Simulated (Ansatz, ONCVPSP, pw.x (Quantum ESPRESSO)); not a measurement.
## What a changed setting does to a pw.x run (bcc Ru)

Potential: optimised norm-conserving Vanderbilt (ONCV), ONCVPSP 4.0.1.1 (patched build), PBE; core [Ar] 3d10, reference 4s2 4p6 4d7 5s1; waves: 4s+5s: rc 1.50 bohr, ncon 4, nbas 8, qcut 6.2 1/bohr, 2 projectors; 4p: rc 1.40 bohr, ncon 3, nbas 8, qcut 9.5 1/bohr, 2 projectors, debl 3.2 Ha; 4d: rc 1.40 bohr, ncon 3, nbas 7, qcut 10 1/bohr, local; local part: the d channel; core correction: polynomial model core, fcfact 0.3.

The reference run (k-mesh 15³, cutoffs 160/640 Ry, Fermi–Dirac 0.01 Ry, mixing_beta 0.4, conv_thr 1e-9, no spin) gives 2.40 GPa at 14.192 Å³/atom, where all-electron LAPW gives 1.63 GPa. This run, with its own iteration cap, changes smearing to mv.

```
&control
  calculation='scf', prefix='x', pseudo_dir='./', outdir='./tmp', tstress=.true., disk_io='none'
/
&system
  ibrav=0, nat=1, ntyp=1, ecutwfc=160, ecutrho=640, nbnd=16,
  occupations='smearing', smearing='mv', degauss=0.01
/
&electrons
  conv_thr=1e-09, mixing_beta=0.4, electron_maxstep=60
/
ATOMIC_SPECIES
Ru 1.0 Ru.UPF
CELL_PARAMETERS angstrom
  -1.52520377 1.52520377 1.52520377
  1.52520377 -1.52520377 1.52520377
  1.52520377 1.52520377 -1.52520377
ATOMIC_POSITIONS crystal
Ru 0.0000 0.0000 0.0000
K_POINTS automatic
15 15 15 0 0 0
```

```bash
pw.x < Ru.scf.in > Ru.scf.out
```

Problem. How does the run end?

Solution. It converges in 8 iterations; the free energy moves by +59.6 meV/atom and the pressure by -1.12 GPa. This scheme is built to cancel the term in the square of the width that Fermi–Dirac smearing leaves in the F of a metal.

```
Message from routine setup:
     using ibrav=0 with symmetry is DISCOURAGED, use correct ibrav instead
     lattice parameter (alat)  =       4.9921  a.u.
     unit-cell volume          =      95.7724 (a.u.)^3
     number of electrons       =        16.00
     number of Kohn-Sham states=           16
     kinetic-energy cutoff     =     160.0000  Ry
     charge density cutoff     =     640.0000  Ry
     scf convergence threshold =      1.0E-09
     Exchange-correlation= PBE
     number of k points=   120  Marzari-Vanderbilt smearing, width (Ry)=  0.0100
     iteration #  1     ecut=   160.00 Ry     beta= 0.40
     total energy              =    -214.44861204 Ry
     estimated scf accuracy    <       0.12735950 Ry
     iteration #  2     ecut=   160.00 Ry     beta= 0.40
     total energy              =    -214.46688986 Ry
     estimated scf accuracy    <       0.00370726 Ry
     iteration #  3     ecut=   160.00 Ry     beta= 0.40
     total energy              =    -214.46702169 Ry
     estimated scf accuracy    <       0.00083010 Ry
     [... 2 iterations left out ...]
     iteration #  6     ecut=   160.00 Ry     beta= 0.40
     total energy              =    -214.46706334 Ry
     estimated scf accuracy    <       0.00000011 Ry
     iteration #  7     ecut=   160.00 Ry     beta= 0.40
     total energy              =    -214.46706336 Ry
     estimated scf accuracy    <          1.2E-09 Ry
     iteration #  8     ecut=   160.00 Ry     beta= 0.40
     the Fermi energy is    22.5425 ev
!    total energy              =    -214.46706336 Ry
     estimated scf accuracy    <          9.5E-11 Ry
     smearing contrib. (-TS)   =      -0.00007827 Ry
     The total energy is F=E-TS. E is the sum of the following terms:
     one-electron contribution =     -36.07969512 Ry
     hartree contribution      =      29.82245036 Ry
     xc contribution           =     -46.59046761 Ry
     ewald contribution        =    -161.61927271 Ry
     convergence has been achieved in   8 iterations
          total   stress  (Ry/bohr**3)                   (kbar)     P=       12.77
     Message from routine punch:
     Nothing written, as per user request (disk_io='none')
```

The run took about 40 s on one core of a shared host (AMD EPYC 9R45 96-Core Processor, 96 threads, 376 GiB, load 64).
